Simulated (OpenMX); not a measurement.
The system is MoP.

```
CELL_PARAMETERS angstrom
3.22300 0.00000 0.00000
-1.61150 2.79120 0.00000
0.00000 0.00000 3.19100
ATOMIC_POSITIONS crystal
Mo 0.00000 0.00000 0.00000
P 0.33333 0.66667 0.50000
```

Program: OpenMX 3.8.5. Alike in all runs: task band structure; no spin polarisation; cell as given; k mesh 11 × 11 × 9; smearing fermi-dirac 0.05 eV.

**Question.** Order these runs on this cell by their pressure, lowest first.
A. level PBE; potentials or basis OpenMX 2013 PBE set, Mo7.0-s3p2d2, P7.0-s2p2d1f1, grid cutoff 400 Ry
B. level PBE; potentials or basis OpenMX 2013 PBE set, Mo7.0-s3p2d2f1, P7.0-s3p2d2f1, grid cutoff 400 Ry
C. level LDA; potentials or basis OpenMX 2013 LDA set, Mo7.0-s3p2d2, P7.0-s2p2d1f1, grid cutoff 400 Ry

**Answer.** C (-4.3 GPa), B (3.5 GPa), A (5.8 GPa).

Caveats: the basis of atomic orbitals isn't converged, which shifts pressures, moduli and gaps.
